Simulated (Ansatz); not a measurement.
The system is TiTe.

```xyz
2
Lattice="0.0000 3.0501 3.0501 3.0501 0.0000 3.0501 3.0501 3.0501 0.0000" Properties=species:S:1:pos:R:3 pbc="T T T"
Ti    3.0501    3.0501    3.0501
Te    0.0000    0.0000    0.0000
```

The cell comes from a database or a generator and needn't be the stable form of this composition.

```yaml
Program: Ansatz 0.2.0
Task: relaxation of cell and atoms
Functional: LDA
Potentials_or_basis: Ansatz PAW
Cutoff: "420 eV (not typed: the program's choice for these potentials)"
k_mesh: 8 × 8 × 8
Occupations: fermi-dirac, width 0.05 eV
Spin: no spin polarisation
```

At the start: volume 28.37 Å³/atom.

Where does the relaxation end?

It ends after 6 steps and the volume is 20.94 Å³/atom (-26.2 %); space group Fm-3m (No. 225, to 0.05 Å).

The path:
```csv
step,energy change (eV),largest force (eV/Å),volume (Å³)
1,0.0000,0.0000,56.75
2,-0.6374,0.0000,48.85
3,-0.8987,0.0000,41.72
4,-0.8988,0.0000,41.93
5,-0.8988,0.0000,41.88
6,-0.8971,0.0000,41.88
```

Final structure:
```yaml
crystal:
  lattice:
    - [0.00000, 2.75627, 2.75627]
    - [2.75627, 0.00000, 2.75627]
    - [2.75627, 2.75627, 0.00000]
  atoms:
    - { symbol: Ti, position: [0.50000, 0.50000, 0.50000] }
    - { symbol: Te, position: [0.00000, 0.00000, 0.00000] }
```

Caveat: the volume moved by over 15 % at a fixed basis, so the end points are rough; the plane-wave basis is chosen anew once the cell has moved, so the energies of steps on either side of that aren't comparable; the PAW data sets come from PBE, with cores solved anew for the run's functional, which leaves a small shift of forces and pressure.
